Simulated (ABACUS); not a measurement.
# CuI (Marshite) (F-43m) in ABACUS: settings compared

Aim: see how the results for CuI (Marshite) move with the level of theory and the settings. Levels: BLYP, RPBE. Tasks: single point, relaxation of cell and atoms.

Program: ABACUS 3.10.1. These are calculated values, not measurements. Logs are shortened: lines on timing, memory, paths and dates and some standing lists are left out, and cuts for length are marked.

### 1 Starting point

It takes space group F-43m (No. 216, cubic). The conventional cell has a = 6.063 Å, b = 6.063 Å, c = 6.063 Å, α = 90.00°, β = 90.00°, γ = 90.00°. I (site symmetry -43m) is surrounded by 4 Cu at 2.63 Å. Cu (site symmetry -43m) has 4 I at 2.63 Å as nearest neighbours.

### 2 Single point, BLYP

Contents of run_abacus.py:

```python
"""ABACUS run from a structure file: ASE reads it, the script writes STRU, KPT and INPUT."""
import re
import subprocess
import spglib
from ase import Atoms
from ase.io import read
from ase.units import Bohr

atoms = read("CuI.cif")
cell, frac, numbers = spglib.standardize_cell((atoms.cell[:], atoms.get_scaled_positions(), atoms.numbers), to_primitive=True, symprec=1e-4)
atoms = Atoms(numbers=numbers, cell=cell, scaled_positions=frac, pbc=True)  # the primitive cell
atoms = atoms[(-atoms.numbers).argsort(kind="stable")]  # ABACUS lists atoms element by element
pseudo = {'I': 'I.upf', 'Cu': 'Cu.upf'}
orbital = {}
magmoms = None
kmesh = [6, 6, 6]
params = {
    'suffix': 'CuI',
    'calculation': 'scf',
    'basis_type': 'pw',
    'pseudo_dir': './',
    'symmetry': 1,
    'dft_functional': 'GGA_X_B88+GGA_C_LYP',
    'ecutwfc': 92,
    'pseudo_rcut': 10,
    'nspin': 1,
    'nbands': 23,
    'ks_solver': 'dav',
    'smearing_method': 'fd',
    'smearing_sigma': 0.00367493,
    'scf_thr': 1e-08,
    'scf_nmax': 100,
    'mixing_type': 'broyden',
    'mixing_beta': 0.7,
    'cal_force': 1,
    'cal_stress': 1,
    'out_chg': 1,
    'out_pot': 2,
    'out_elf': 1,
}

symbols = atoms.get_chemical_symbols()
elements = list(dict.fromkeys(symbols))
lines = ["ATOMIC_SPECIES"] + [f"{e} {atoms.get_masses()[symbols.index(e)]:.4f} {pseudo[e]}" for e in elements]
if orbital:
    lines += ["", "NUMERICAL_ORBITAL"] + [orbital[e] for e in elements]
lines += ["", "LATTICE_CONSTANT", f"{1 / Bohr:.10f}", "", "LATTICE_VECTORS"]
lines += [" ".join(f"{x:.10f}" for x in v) for v in atoms.cell]
lines += ["", "ATOMIC_POSITIONS", "Direct"]
for e in elements:
    lines += ["", e, "0.0", str(symbols.count(e))]
    for i, p in enumerate(atoms.get_scaled_positions(wrap=False)):
        if symbols[i] == e:
            mag = "" if magmoms is None else " mag " + " ".join(str(x) for x in (magmoms[i] if isinstance(magmoms[i], list) else [magmoms[i]]))
            lines.append(" ".join(f"{x:.10f}" for x in p) + " 1 1 1" + mag)
open("STRU", "w").write("\n".join(lines) + "\n")
open("KPT", "w").write("K_POINTS\n0\nGamma\n%d %d %d 0 0 0\n" % tuple(kmesh))
open("INPUT", "w").write("INPUT_PARAMETERS\n" + "".join(f"{k:<20s}{v}\n" for k, v in params.items()))

done = subprocess.run(['mpirun', '-np', '4', 'abacus'])
if done.returncode:
    raise SystemExit(done.returncode)
log = open("OUT.CuI/running_scf.log").read()
print("final energy (eV):", re.findall(r"FINAL_ETOT_IS (\S+)", log))
```

Contents of CuI.cif:

```cif
data_CuI
_cell_length_a 6.06300000
_cell_length_b 6.06300000
_cell_length_c 6.06300000
_cell_angle_alpha 90.00000000
_cell_angle_beta 90.00000000
_cell_angle_gamma 90.00000000
_space_group_name_H-M_alt 'F-43m'
_space_group_name_Hall 'F -4 2 3'
_space_group_IT_number 216
loop_
_space_group_symop_operation_xyz
'x,y,z'
'y,-x,-z'
'-x,-y,z'
'-y,x,-z'
'x,-y,-z'
'y,x,z'
'-x,y,-z'
'-y,-x,z'
'z,x,y'
'-z,y,-x'
'z,-x,-y'
'-z,-y,x'
'-z,x,-y'
'z,y,x'
'-z,-x,y'
'z,-y,-x'
'y,z,x'
'-x,-z,y'
'-y,z,-x'
'x,-z,-y'
'-y,-z,x'
'x,z,y'
'y,-z,-x'
'-x,z,-y'
'x,y+1/2,z+1/2'
'y,-x+1/2,-z+1/2'
'-x,-y+1/2,z+1/2'
'-y,x+1/2,-z+1/2'
'x,-y+1/2,-z+1/2'
'y,x+1/2,z+1/2'
'-x,y+1/2,-z+1/2'
'-y,-x+1/2,z+1/2'
'z,x+1/2,y+1/2'
'-z,y+1/2,-x+1/2'
'z,-x+1/2,-y+1/2'
'-z,-y+1/2,x+1/2'
'-z,x+1/2,-y+1/2'
'z,y+1/2,x+1/2'
'-z,-x+1/2,y+1/2'
'z,-y+1/2,-x+1/2'
'y,z+1/2,x+1/2'
'-x,-z+1/2,y+1/2'
'-y,z+1/2,-x+1/2'
'x,-z+1/2,-y+1/2'
'-y,-z+1/2,x+1/2'
'x,z+1/2,y+1/2'
'y,-z+1/2,-x+1/2'
'-x,z+1/2,-y+1/2'
'x+1/2,y,z+1/2'
'y+1/2,-x,-z+1/2'
'-x+1/2,-y,z+1/2'
'-y+1/2,x,-z+1/2'
'x+1/2,-y,-z+1/2'
'y+1/2,x,z+1/2'
'-x+1/2,y,-z+1/2'
'-y+1/2,-x,z+1/2'
'z+1/2,x,y+1/2'
'-z+1/2,y,-x+1/2'
'z+1/2,-x,-y+1/2'
'-z+1/2,-y,x+1/2'
'-z+1/2,x,-y+1/2'
'z+1/2,y,x+1/2'
'-z+1/2,-x,y+1/2'
'z+1/2,-y,-x+1/2'
'y+1/2,z,x+1/2'
'-x+1/2,-z,y+1/2'
'-y+1/2,z,-x+1/2'
'x+1/2,-z,-y+1/2'
'-y+1/2,-z,x+1/2'
'x+1/2,z,y+1/2'
'y+1/2,-z,-x+1/2'
'-x+1/2,z,-y+1/2'
'x+1/2,y+1/2,z'
'y+1/2,-x+1/2,-z'
'-x+1/2,-y+1/2,z'
'-y+1/2,x+1/2,-z'
'x+1/2,-y+1/2,-z'
'y+1/2,x+1/2,z'
'-x+1/2,y+1/2,-z'
'-y+1/2,-x+1/2,z'
'z+1/2,x+1/2,y'
'-z+1/2,y+1/2,-x'
'z+1/2,-x+1/2,-y'
'-z+1/2,-y+1/2,x'
'-z+1/2,x+1/2,-y'
'z+1/2,y+1/2,x'
'-z+1/2,-x+1/2,y'
'z+1/2,-y+1/2,-x'
'y+1/2,z+1/2,x'
'-x+1/2,-z+1/2,y'
'-y+1/2,z+1/2,-x'
'x+1/2,-z+1/2,-y'
'-y+1/2,-z+1/2,x'
'x+1/2,z+1/2,y'
'y+1/2,-z+1/2,-x'
'-x+1/2,z+1/2,-y'
loop_
_atom_site_label
_atom_site_type_symbol
_atom_site_symmetry_multiplicity
_atom_site_Wyckoff_symbol
_atom_site_fract_x
_atom_site_fract_y
_atom_site_fract_z
_atom_site_occupancy
I1 I 4 a 0.0000000000 0.0000000000 0.0000000000 1
Cu1 Cu 4 c 0.2500000000 0.2500000000 0.2500000000 1
```

Potentials or basis: Ansatz NC PBE, plane waves.

Started as:

```sh
$ OMP_NUM_THREADS=1 python run_abacus.py > log
```

running log:

```text
[... set-up lines left out ...]
 PW ALGORITHM --------------- ION=   1  ELEC=   1--------------------------------
 Notice: Threshold on eigenvalues was too large.
 hsover_error=0.26 > DRHO=0.0840223
 Origin diag ethr = 0.01
 New diag ethr = 0.000323163

 Density error is 0.0862557093336
                          Error Threshold = 0.000323162686669
----------------------------------------------------------
     Energy           Rydberg                 eV
----------------------------------------------------------
 E_KohnSham     -404.9717250540      -5509.9229896238
 E_Harris       -411.4461459355      -5598.0120048618
 E_Fermi        0.5982117062         8.1390878141
----------------------------------------------------------

 PW ALGORITHM --------------- ION=   1  ELEC=   2--------------------------------

 Density error is 0.148809391724
                          Error Threshold = 0.000331752728206
----------------------------------------------------------
     Energy           Rydberg                 eV
----------------------------------------------------------
 E_KohnSham     -404.9933639637      -5510.2174020944
 E_Harris       -395.9934071950      -5387.7667082863
 E_Fermi        0.5329207475         7.2507587489
----------------------------------------------------------

 PW ALGORITHM --------------- ION=   1  ELEC=   3--------------------------------

 Density error is 0.000872027509412
                          Error Threshold = 0.000331752728206
----------------------------------------------------------
     Energy           Rydberg                 eV
----------------------------------------------------------
 E_KohnSham     -405.0170572753      -5510.5397661371
 E_Harris       -404.4387693914      -5502.6717558304
 E_Fermi        0.5678878323         7.7265103444
----------------------------------------------------------

 PW ALGORITHM --------------- ION=   1  ELEC=   4--------------------------------

 Density error is 0.000229261810994
                          Error Threshold = 3.35395195928e-06
----------------------------------------------------------
     Energy           Rydberg                 eV
----------------------------------------------------------
 E_KohnSham     -405.0173332167      -5510.5435205117
 E_Harris       -405.3366835738      -5514.8885050268
 E_Fermi        0.5733961337         7.8014546288
----------------------------------------------------------

 PW ALGORITHM --------------- ION=   1  ELEC=   5--------------------------------

 Density error is 2.01405348038e-05
                          Error Threshold = 8.81776196131e-07
----------------------------------------------------------
     Energy           Rydberg                 eV
----------------------------------------------------------
 E_KohnSham     -405.0173912055      -5510.5443094893
 E_Harris       -404.9113272352      -5509.1012351415
 E_Fermi        0.5719442708         7.7817010212
----------------------------------------------------------

 PW ALGORITHM --------------- ION=   1  ELEC=   6--------------------------------

 Density error is 8.51899245481e-07
                          Error Threshold = 7.74635953993e-08
----------------------------------------------------------
     Energy           Rydberg                 eV
----------------------------------------------------------
 E_KohnSham     -405.0173964616      -5510.5443810032
 E_Harris       -405.0362400047      -5510.8007605598
 E_Fermi        0.5726902431         7.7918504956
----------------------------------------------------------

 PW ALGORITHM --------------- ION=   1  ELEC=   7--------------------------------

 Density error is 7.92956410279e-07
                          Error Threshold = 3.27653555954e-09
----------------------------------------------------------
     Energy           Rydberg                 eV
----------------------------------------------------------
 E_KohnSham     -405.0173966199      -5510.5443831562
 E_Harris       -405.0001488515      -5510.3097152289
 E_Fermi        0.5724650434         7.7887864956
----------------------------------------------------------

 PW ALGORITHM --------------- ION=   1  ELEC=   8--------------------------------

 Density error is 6.92970087476e-10
                          Error Threshold = 3.04983234723e-09
----------------------------------------------------------
     Energy           Rydberg                 eV
----------------------------------------------------------
 E_KohnSham     -405.0173967411      -5510.5443848054
 E_KS(sigma->0) -405.0173967327      -5510.5443846911
 E_Harris       -405.0170918034      -5510.5402359151
 E_band         -38.0266114961       -517.3785919791
 E_one_elec     -352.0358498237      -4789.6934578751
 E_Hartree      184.0286390617       2503.8380864250
 E_xc           -54.3241766788       -739.1183419905
 E_Ewald        -182.6860092835      -2485.5706711362
 E_entropy(-TS) -0.0000000168        -0.0000002285
 E_descf        0.0000000000         0.0000000000
 E_exx          0.0000000000         0.0000000000
 E_Fermi        0.5725874716         7.7904522176
----------------------------------------------------------

 charge density convergence is achieved
 final etot is -5510.5443848 eV
 EFERMI = 7.7904522176 eV
The vacuum level is 9.8947733397 eV

 STATE ENERGY(eV) AND OCCUPATIONS    NSPIN == 1
 1/16 kpoint (Cartesian) = 0.0000 0.0000 0.0000 (1396 pws)
       1       -104.478     0.00925926
       2       -61.7666     0.00925926
       3       -61.7666     0.00925926
       4       -61.7666     0.00925926
       5       -6.81207     0.00925926
       6        3.56388     0.00925926
[... 15 lines left out ...]
      22        18.1309        0.00000
      23        18.1309        0.00000

 2/16 kpoint (Cartesian) = 0.027489 0.027489 0.027489 (1416 pws)
       1       -104.478      0.0740741
       2       -61.7666      0.0740741
       3       -61.7666      0.0740741
       4       -61.7666      0.0740741
       5       -6.68838      0.0740741
       6        3.07757      0.0740741
[... 15 lines left out ...]
      22        20.0039        0.00000
      23        20.0039        0.00000

 3/16 kpoint (Cartesian) = 0.054978 0.054978 0.054978 (1401 pws)
       1       -104.478      0.0740741
       2       -61.7667      0.0740741
       3       -61.7666      0.0740741
       4       -61.7666      0.0740741
       5       -6.41740      0.0740741
       6        2.12671      0.0740741
[... 15 lines left out ...]
      22        21.9072        0.00000
      23        21.9072        0.00000

 4/16 kpoint (Cartesian) = 0.082467 0.082467 0.082467 (1408 pws)
       1       -104.478      0.0370370
       2       -61.7667      0.0370370
       3       -61.7666      0.0370370
       4       -61.7666      0.0370370
       5       -6.26735      0.0370370
       6        1.66614      0.0370370
[... 15 lines left out ...]
      22        19.5246        0.00000
      23        19.7069        0.00000

 5/16 kpoint (Cartesian) = 0.0000 0.0000 0.054978 (1402 pws)
       1       -104.478      0.0555556
       2       -61.7666      0.0555556
       3       -61.7666      0.0555556
       4       -61.7666      0.0555556
       5       -6.64702      0.0555556
       6        3.02328      0.0555556
[... 15 lines left out ...]
      22        18.9551        0.00000
      23        19.6880        0.00000

 6/16 kpoint (Cartesian) = 0.027489 0.027489 0.082467 (1403 pws)
       1       -104.478       0.222222
       2       -61.7667       0.222222
       3       -61.7666       0.222222
       4       -61.7666       0.222222
       5       -6.42286       0.222222
       6        2.36286       0.222222
[... 15 lines left out ...]
      22        21.0161        0.00000
      23        22.1501        0.00000

[... levels at 10 further k points ...]

------------------------------------------------------------------------------------------
 TOTAL-FORCE (eV/Angstrom)
------------------------------------------------------------------------------------------
                        I1         0.0000000000         0.0000000000         0.0000000000
                       Cu1         0.0000000000         0.0000000000         0.0000000000
------------------------------------------------------------------------------------------

----------------------------------------------------------------
 TOTAL-STRESS (KBAR)
----------------------------------------------------------------
        33.0289475610         0.0000000000        -0.0000000000
         0.0000000000        33.0289475610        -0.0000000000
         0.0000000000        -0.0000000000        33.0289475610
----------------------------------------------------------------
 TOTAL-PRESSURE: 33.028948 KBAR

 --------------------------------------------
 !FINAL_ETOT_IS -5510.5443848053600959 eV
 --------------------------------------------
```

Wall time 11 s (4 MPI ranks of Intel Xeon Platinum 8488C (Sapphire Rapids), shared host); peak memory 0.36 GiB.

Results:

| Property | Result |
| --- | --- |
| Free energy | -5510.5444 eV |
| Pressure | 3.3 GPa |
| Band gap on the k mesh | 1.15 eV, direct |

Levels at points of the mesh, in eV from the valence-band top:
| k point | band 11 | band 12 | band 13 | band 14 | band 15 | band 16 |
| --- | --- | --- | --- | --- | --- | --- |
| (0.00, 0.00, 0.00) | 0.00 | 0.00 | 0.00 | 1.15 | 4.97 | 4.97 |
| (0.50, 0.50, 0.50) | -1.81 | -0.71 | -0.71 | 2.16 | 5.52 | 5.52 |
| (0.50, 0.50, 0.00) | -1.80 | -1.52 | -1.52 | 2.88 | 2.93 | 9.27 |

Caveat: the potentials were made for another functional, which shifts forces and pressure; spin-orbit coupling is left out, which moves the levels of the heavy elements. As with any semilocal functional, this BLYP gap is likely too small.

[end of part 1 of 2]
